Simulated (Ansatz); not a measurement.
**Eu (fcc)**

The computed numbers are results of r²SCAN, scalar-relativistic (collinear spin) in the plane-wave PAW code Ansatz at 500 eV, Γ-centred 14×14×14 mesh, 0.05 eV Gaussian smearing. The datasets are Ansatz's generated set soft_2.

```yaml
crystal:
  lattice:
    - [0.00000, 2.77029, 2.77029]
    - [2.77029, 0.00000, 2.77029]
    - [2.77029, 2.77029, 0.00000]
  atoms:
    - { symbol: Eu, position: [0.00000, 0.00000, 0.00000] }
```

At room temperature and ambient pressure Eu is bcc.

The geometry is fixed. Moments are started on Eu in several ways. q is the propagation vector of an order in a doubled cell, in units of this cell's reciprocal vectors; doubled cells take an equivalent mesh or are counted from a ferromagnetic run in the same cell, unless said otherwise. Energies count from the first row, the state in which the cell was relaxed.

The starts:
- ferromagnetic
- no spin polarisation
- antiparallel, q = (0, 0, 1/2)
- antiparallel, q = (0, 1/2, 1/2)

**Question.** Which start ends lowest?

**Answer.** Lowest: ferromagnetic.

| start | largest typed moment (μB) | ΔE (meV/atom) | gap on the mesh (eV) | P (GPa) | final spin moments (μB) |
| --- | --- | --- | --- | --- | --- |
| ferromagnetic | 8.09* | 0.0 | metal | 0.0 | Eu 7.35 |
| no spin polarisation | 0.00 | 7764.9 | metal | -3.0 | none |
| antiparallel, q = (0, 0, 1/2) | 7.00 | 22.8 | metal | 0.4 | Eu 7.18, -7.18 |
| antiparallel, q = (0, 1/2, 1/2) | 7.00 | 114.5 | metal | 1.0 | Eu 7.01, -7.01 |

A star marks runs that didn't start from the typed moments alone: the program put its own moment for the open shell in their place.

The program noted a lower state or an instability beside: antiparallel, q = (0, 0, 1/2); antiparallel, q = (0, 1/2, 1/2). The lower rows of the table may be what it saw.

The row without spin polarisation prices the pairing of the open shell's electrons, not a magnetic ordering energy.

Only orders that fit these small cells were tried, so the real crystal's order may be another.

Without a U the 4f levels of Eu lie too near the Fermi level, so their share of the states there, and what hangs on it, is overstated. Scalar-relativistic only: spin–orbit splittings of the heavy atoms' levels are missing. The run wasn't fully tested for a lower electronic state. Site moments are of spin, integrated over atomic spheres.
